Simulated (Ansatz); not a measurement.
The system is MoSe2.

```xyz
6
Lattice="3.2880 0.0000 0.0000 -1.6440 2.8475 0.0000 0.0000 0.0000 12.9000" Properties=species:S:1:pos:R:3 pbc="T T T"
Mo    1.6440    0.9492    9.6750
Mo    0.0000    1.8983    3.2250
Se    1.6440    0.9492    4.8375
Se    0.0000    1.8983   11.2875
Se    1.6440    0.9492    1.6125
Se    0.0000    1.8983    8.0625
```

| Property | Result |
| --- | --- |
| Program | Ansatz 0.2.0 |
| Task | relaxation of cell and atoms |
| Functional | revPBE |
| Dispersion | D3(BJ) |
| Potentials or basis | Ansatz PAW |
| Cutoff | 420 eV (not typed: the program's choice for these potentials) |
| k mesh | 9 × 9 × 2 |
| Occupations | fermi-dirac, width 0.05 eV |
| Spin | no spin polarisation |

At the start: volume 20.13 Å³/atom.

Q: How do energy, volume and symmetry change on relaxing?

A: It ends after 5 steps and the volume is 18.94 Å³/atom (-5.9 %); space group P6_3/mmc (No. 194, to 0.05 Å).

Step by step:
| step | energy change (eV) | largest force (eV/Å) | volume (Å³) |
| --- | --- | --- | --- |
| 1 | 0.0000 | 1.1593 | 120.78 |
| 2 | -0.0124 | 1.0218 | 110.67 |
| 3 | -0.2142 | 0.0933 | 114.02 |
| 4 | -0.2156 | 0.0052 | 113.65 |
| 5 | -0.2145 | 0.0053 | 113.65 |

Final structure:
```xyz
6
Lattice="3.2527 0.0000 0.0000 -1.6264 2.8169 0.0000 0.0000 0.0000 12.4040" Properties=species:S:1:pos:R:3 pbc="T T T"
Mo    1.6264    0.9390    9.3030
Mo    0.0000    1.8780    3.1010
Se    1.6264    0.9390    4.7789
Se    0.0000    1.8780   10.9809
Se    1.6264    0.9390    1.4231
Se    0.0000    1.8780    7.6251
```

Caveat: the plane-wave basis is chosen anew once the cell has moved, so the energies of steps on either side of that aren't comparable; the PAW data sets come from PBE, with cores solved anew for the run's functional, which leaves a small shift of forces and pressure.
